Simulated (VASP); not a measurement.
A run of VASP 6.6.1 is set up as follows.

File POSCAR:

```
C
1.0
    0.0000000000      1.7834000000      1.7834000000
    1.7834000000      0.0000000000      1.7834000000
    1.7834000000      1.7834000000      0.0000000000
C
2
Direct
    0.5000000000      0.5000000000      0.5000000000
    0.7500000000      0.7500000000      0.7500000000
```

Contents of INCAR.step1:

```
SYSTEM = C
PREC = Accurate
ENCUT = 580
EDIFF = 1E-8
ISMEAR = 0
SIGMA = 0.02
LREAL = .FALSE.
LASPH = .TRUE.
NELM = 100
ALGO = Normal
ISIF = 3
LWAVE = .FALSE.
LCHARG = .FALSE.
IBRION = 2
NSW = 40
EDIFFG = -0.002
```

File INCAR.step2:

```
SYSTEM = C
PREC = Accurate
ENCUT = 580
EDIFF = 1E-8
ISMEAR = 0
SIGMA = 0.02
LREAL = .FALSE.
LASPH = .TRUE.
NELM = 100
ALGO = Normal
ISIF = 3
LWAVE = .FALSE.
LCHARG = .FALSE.
IBRION = 6
NFREE = 2
POTIM = 0.015
NSW = 1
```

File KPOINTS:

```
regular mesh
0
G
  12 12 12
  0 0 0
```

Potentials or basis: VASP PAW LDA potentials, release 64 (C).

The run is started by

```sh
$ cat potpaw_LDA.64/C/POTCAR > POTCAR
$ cp INCAR.step1 INCAR
$ mpirun -np 1 vasp_std > vasp.out
$ cp CONTCAR POSCAR
$ cp INCAR.step2 INCAR
$ mpirun -np 1 vasp_std > vasp.out
```

**Question.** Estimate the elastic constants C11, C12, C44.

**Answer.** 1098, 147, 591 GPa.

**Question.** What does it give for the Voigt bulk modulus?

**Answer.** 464 GPa.

**Question.** Predict the space group after relaxing (to 0.05 Å).

**Answer.** Fd-3m (No. 227).

**Question.** Predict the relaxed cell.

**Answer.** a = 2.499 Å, b = 2.499 Å, c = 2.499 Å, α = 60.00°, β = 60.00°, γ = 60.00°.

**Question.** Predict the relaxed volume.

**Answer.** 5.52 Å³/atom.

Phonon frequencies in cm⁻¹ (negative: imaginary):
```
              q point           frequencies
(0.000, 0.000, 0.000)  0 0 0 1324 1324 1324
```
